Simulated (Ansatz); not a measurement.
**From the elastic tensor of ZrS2 at 18 GPa (stress–strain coefficients) to moduli and sound speeds**

Level of theory: DFT LDA, scalar-relativistic, plane waves, PAW in Ansatz. Settings: 420 eV plane-wave cutoff, Γ-centred 12×12×8 mesh, Fermi-Dirac smearing of 0.15 eV. No spin polarisation.

Symmetry: P-3m1, No. 164, trigonal system. Conventional cell: a = 3.361 Å, b = 3.361 Å, c = 5.149 Å, α = 90.00°, β = 90.00°, γ = 120.00°. Around Zr (site symmetry -3m) lie 6 S at 2.46 Å. Around S (site symmetry 3m) lie 3 Zr at 2.46 Å.

In a metal, frequencies and elastic constants depend on the k mesh and the smearing, soft modes and shear constants most. A semilocal functional can close a gap that the real compound has.

Relaxed-ion constants (GPa, on the Cartesian axes of the calculation):
```
203.7  64.8  83.5 -17.8   0.0   0.0
 64.8 203.7  83.5  17.8   0.0   0.0
 83.5  83.5 269.2   0.0   0.0   0.0
-17.8  17.8   0.0  56.8   0.0   0.0
  0.0   0.0   0.0   0.0  56.8 -17.8
  0.0   0.0   0.0   0.0 -17.8  69.5
```

Density 5.121 g/cm³; 3 atoms in 50.37 Å³.

The values that follow are for a polycrystal of randomly turned grains, by Hill's mean where one number stands.

With S = C⁻¹: B_V = (C11+C22+C33+2(C12+C13+C23))/9, G_V = (C11+C22+C33−C12−C13−C23+3(C44+C55+C66))/15, 1/B_R = S11+S22+S33+2(S12+S13+S23), 15/G_R = 4(S11+S22+S33−S12−S13−S23)+3(S44+S55+S66); Hill is their mean. Then v_l = √((B+4G/3)/ρ), v_t = √(G/ρ), v_m = [(2/v_t³+1/v_l³)/3]^(−1/3) and Θ = (ħ/k_B)·v_m·(6π²n/V)^(1/3) for n atoms in the volume V; E = 9BG/(3B+G), ν = (3B−2G)/(2(3B+G)) and A^U = 5G_V/G_R + B_V/B_R − 6.

* Bulk modulus, Voigt / Reuss / Hill: 126.7 / 123.4 / 125.0 GPa
* Shear modulus, Voigt / Reuss / Hill: 66.3 / 60.5 / 63.4 GPa
* Young's modulus: 163 GPa
* Poisson ratio: 0.283
* Pugh ratio B/G: 1.97
* Universal anisotropy index: 0.50
* Longitudinal and transverse sound speeds: 6397 and 3518 m/s
* Debye temperature from the mean sound speed: 456 K

Cost: 1 run of about 4.5 core-minutes, on Arm Neoverse V2 (shared hosts).

At 18 GPa, ZrS2 no longer responds like a weakly bound layered crystal. C33 (269.2 GPa) exceeds C11 (203.7 GPa), and the full tensor makes c less compressible than a, the reverse of the behaviour expected at ambient pressure. The likely reason is that compression has used up the soft van der Waals gap, so that further shortening along c works against steep S–S repulsion between layers, perhaps with some added S p overlap. In the plane, part of the strain can still be taken up by bending Zr–S–Zr angles.

Resistance to layer sliding has also become substantial, with C44 not far below C66. The remaining anisotropy is mainly in shear, where the trigonal coupling C14 mixes basal shear with interlayer sliding and makes one combination softer than either diagonal constant suggests.

The tensor is positive definite, so this structure resists small homogeneous strains at this pressure. That does not make it the stable phase, and layered ZrS2 is known to transform under compression.
